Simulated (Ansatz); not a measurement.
A sound run on Gd (Fm-3m), field of 200 T on the spins (DFT, PBE, PAW with Ansatz's default frozen-core files, scalar-relativistic (Ansatz)):

```yaml
crystal:
  lattice:
    - [0.0, 2.5858190855, 2.5858190855]
    - [2.5858190855, 0.0, 2.5858190855]
    - [2.5858190855, 2.5858190855, 0.0]
  atoms:
    - { symbol: Gd, position: [0.0, 0.0, 0.0], spin: 7.3 }
magnetization:
  spin_polarized: true
  magnetic_field: 200
kpoints:
  mp_grid: { grid: [11, 11, 11] }
scf:
  occupations: { method: fermi_dirac, width: 0.05 }
  convergence: { dr2_threshold: 1.0e-10 }
hamiltonian:
  xc: pbe
  pseudopotentials: { kind: paw }
output:
  forces: true
  stress: true
  eigenvalues: true
```

It converged in 23 iterations. Site moments (μB): Gd 7.34. Cell moment 7.62 μB. Pressure -1.12 GPa.

The input is then changed, output keys apart:

```diff
+  max_iter: 60
-  xc: pbe
+  x: pbe
```

Q: What happens?

A: The input was rejected before any iteration. The fault put in on purpose is a misspelt key; the log may name another complaint first.
```
Error: YAML parse error: error: line 18 column 3: unknown field `x`, expected one of xc, dispersion, noncollinear_xc, pseudopotentials, hubbard, deformation_potential_offset, integrals
  --> <input>:18:3
   |
16 |   max_iter: 60
17 | hamiltonian:
18 |   x: pbe
   |   ^ unknown field `x`, expected one of xc, dispersion, noncollinear_xc, pseudopotentials, hubbard, deformation_potential_offset, integrals
19 |   pseudopotentials: { kind: paw }
20 | output:
   |
```
